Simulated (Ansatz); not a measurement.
The system is GaCuSe2.

```xyz
8
Lattice="-2.8096 2.8096 5.5130 2.8096 -2.8096 5.5130 2.8096 2.8096 -5.5130" Properties=species:S:1:pos:R:3 pbc="T T T"
Se    1.4048   -1.4013    4.1348
Se    1.4013    1.4048    6.8913
Se    1.4048    4.2108   -1.3783
Se    1.4083    1.4048    1.3783
Ga    2.8096    0.0000    2.7565
Ga    0.0000    0.0000    5.5130
Cu    0.0000    2.8096    2.7565
Cu    0.0000    0.0000    0.0000
```

Base run:

```yaml
Program: Ansatz 0.2.0
Functional: PBE
Potentials_or_basis: Ansatz PAW
Cutoff: "420 eV (not typed: the program's choice for these potentials)"
k_mesh: 7 × 7 × 7
Occupations: fermi-dirac, width 0.05 eV
Spin: no spin polarisation
```

Its results: band gap on the k mesh 0.24 eV, direct; pressure 2.8 GPa; largest force 0.392 eV/Å.

Question: After a change of settings the same cell gave: band gap on the k mesh 0.31 eV, direct; pressure 4.5 GPa; largest force 0.367 eV/Å. Which change was it?
A. functional from PBE to PBEsol
B. functional from PBE to revPBE
C. functional from PBE to BLYP
D. functional from PBE to r2SCAN; cutoff from 420 eV (not typed: the program's choice for these potentials) to 500 eV (not typed: the program's choice for these potentials)

Answer: B.

revPBE binds less tightly than PBE, so the same cell stands under more pressure.

Caveats: the PAW data sets come from PBE, with cores solved anew for the run's functional, which leaves a small shift of forces and pressure (some runs).
